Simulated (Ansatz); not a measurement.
Ti:

```
Ti
1.0
     0.00000    2.03000    2.03000
     2.03000    0.00000    2.03000
     2.03000    2.03000    0.00000
Ti
1
Direct
  0.00000 0.00000 0.00000
```

This isn't the form of Ti at room conditions, which is hcp.

Base run:

```yaml
Program: Ansatz 0.2.0
Functional: LDA
Potentials_or_basis: all-electron LAPW, scalar-relativistic
Cutoff: 224 eV
Density_cutoff: 898 eV
Basis_error_allowed: 0.001 eV/atom
k_mesh: 11 × 11 × 11
Occupations: fermi-dirac, width 0.05 eV
Spin: no spin polarisation
```

Its results: pressure -5.1 GPa.

Problem. The run is repeated on the same cell with these changes: functional from LDA to PBEsol. What comes out?

Solution. Pressure -0.5 GPa.

PBEsol binds less tightly than LDA, so the same cell stands under more pressure.

Not every run made on this cell is shown here.
